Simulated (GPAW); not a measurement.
Runs of GPAW 26.7.0 on W. It takes space group Im-3m (No. 229, cubic). The conventional cell has a = 3.165 Å, b = 3.165 Å, c = 3.165 Å, α = 90.00°, β = 90.00°, γ = 90.00°. W (site symmetry m-3m) has 8 W at 2.74 Å as nearest neighbours. 

```tsv
task	level	potentials or basis	cell	k mesh	cutoff (eV)	maxiter	optimizer	fmax	max steps	convergence	mesh quality	gap on the mesh (eV)	pressure (GPa)	relaxed volume (Å³/atom)
relaxation of cell and atoms	r2SCAN+D4	GPAW PAW data sets (gpaw-data 1.2.1), pw	relaxed	12 × 12 × 12	600	150	BFGS	0.02 eV/Å	60	density=1e-05 forces=0.0001	not flagged	none	0.0	15.90
relaxation of cell and atoms	r2SCAN	GPAW PAW data sets (gpaw-data 1.2.1), pw	relaxed	12 × 12 × 12	600	150	BFGS	0.02 eV/Å	60	density=1e-05 forces=0.0001	not flagged	none	0.0	15.99
relaxation of cell and atoms	r2SCAN+D3(BJ)	GPAW PAW data sets (gpaw-data 1.2.1), pw	relaxed	12 × 12 × 12	600	150	BFGS	0.02 eV/Å	60	density=1e-05 forces=0.0001	not flagged	none	0.2	15.82
single point	PBE	PAW data sets generated in the run's folder for this functional, pw	as given	9 × 9 × 9	450	120	-	-	-	default	not flagged	none	(a)	-
```

Alike in all rows: no spin polarisation; smearing fermi-dirac 0.05 eV.

Problem. Fill in the values left out.

Solution. (a) 4.8.

Caveats: later steps reuse the first step's grids (some runs); the PAW data sets were made with another functional, which shifts forces and pressure a little (some runs); pairwise dispersion overbinds metals, which lowers pressure and volume (some runs); the cutoff is short for stress and forces, so pressures can be off by a GPa or more (some runs).

A k mesh can miss the band edges, and the runs leave out spin-orbit coupling on W.

A gap of «none» marks a metal or a gap under the smearing width.
